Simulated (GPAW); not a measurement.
A run of GPAW 26.7.0 is set up as follows.

Contents of run.py:

```python
from ase import Atoms
from ase.filters import FrechetCellFilter
from ase.io import write
from ase.optimize import BFGS
from ase.units import GPa
from gpaw import GPAW, PW, setup_paths

setup_paths.insert(0, '.')

atoms = Atoms(['Sb'],
              cell=[[-1.5765401831, 1.5765401831, 2.7119384313],
                    [1.5765401831, -1.5765401831, 2.7119384313],
                    [1.5765401831, 1.5765401831, -2.7119384313]],
              scaled_positions=[[0.0, 0.0, 0.0]],
              pbc=True)

calc = GPAW(mode=PW(600),
            xc='PBEsol',
            kpts={'size': (9, 9, 9), 'gamma': True},
            occupations={'name': 'fermi-dirac', 'width': 0.05},
            nbands=15,
            convergence={'density': 1e-05, 'forces': 0.0001},
            maxiter=150,
            txt='gpaw.txt')
atoms.calc = calc
opt = BFGS(FrechetCellFilter(atoms, scalar_pressure=30 * GPa), trajectory='relax.traj', logfile='-')
done = opt.run(fmax=0.02, steps=60)
calc.write('gs.gpw')
write('result.traj', atoms)
print('Converged:', done)
print('Cell:', atoms.cell.cellpar().round(4))
print('Volume:', round(atoms.get_volume(), 4))
print(atoms.get_scaled_positions().round(5))
```

Potentials or basis: PAW data sets generated in the run's folder for this functional, pw.

Launch:

```sh
$ gpaw-setup -f PBEsol Sb
$ OMP_NUM_THREADS=1 python run.py
```

Predict the band gap on the k mesh.

none (metal or under the smearing width).

Estimate the relaxed cell.

a = 3.154 Å, b = 3.154 Å, c = 3.154 Å, α = 124.86°, β = 124.86°, γ = 81.77°.

What does it give for the space group after relaxing (to 0.05 Å)?

I4/mmm (No. 139).

Final structure:
```xyz
1
Lattice="-1.4598 1.4598 2.3844 1.4598 -1.4598 2.3844 1.4598 1.4598 -2.3844" Properties=species:S:1:pos:R:3 pbc="T T T"
Sb    0.0000    0.0000    0.0000
```

Caveat: later steps reuse the first step's grids. The run has no spin-orbit coupling, so splittings on Sb are missing.
